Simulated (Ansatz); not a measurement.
Runs of Ansatz 0.2.0 on Ge. The structure is orthorhombic, space group Cmcm (No. 63). Conventional cell: a = 2.976 Å, b = 5.189 Å, c = 4.728 Å, α = 90.00°, β = 90.00°, γ = 90.00°. Around Ge (site symmetry m2m) lie 12 Ge at 2.92 to 2.99 Å. This isn't the form of Ge at room conditions, which is diamond.

```csv
level,k mesh,cutoff (eV),mesh quality,V0 of scaled cells (Å³/atom),B0 (GPa)
PBE0,6 × 6 × 4,420,coarse,(a),(b)
r2SCAN,10 × 10 × 6,500,not flagged,18.77,(c)
PBEsol,10 × 10 × 6,420,not flagged,18.37,77
LDA,10 × 10 × 6,420,not flagged,17.97,80
```

Alike in all rows: task equation of state; potentials or basis Ansatz PAW; no spin polarisation; cell as given; smearing fermi-dirac 0.05 eV.

**Question.** Fill in the values left out.

**Answer.** (a) 18.41; (b) 81; (c) 72.

Caveats: some runs use coarse meshes; the cell was scaled at fixed shape and fractional positions, which overstates the stiffness of a crystal with free parameters, most of all of layers and chains; the PAW data sets were made with another functional, which shifts forces and pressure a little (some runs).

Runs at the PBE level aren't shown here.
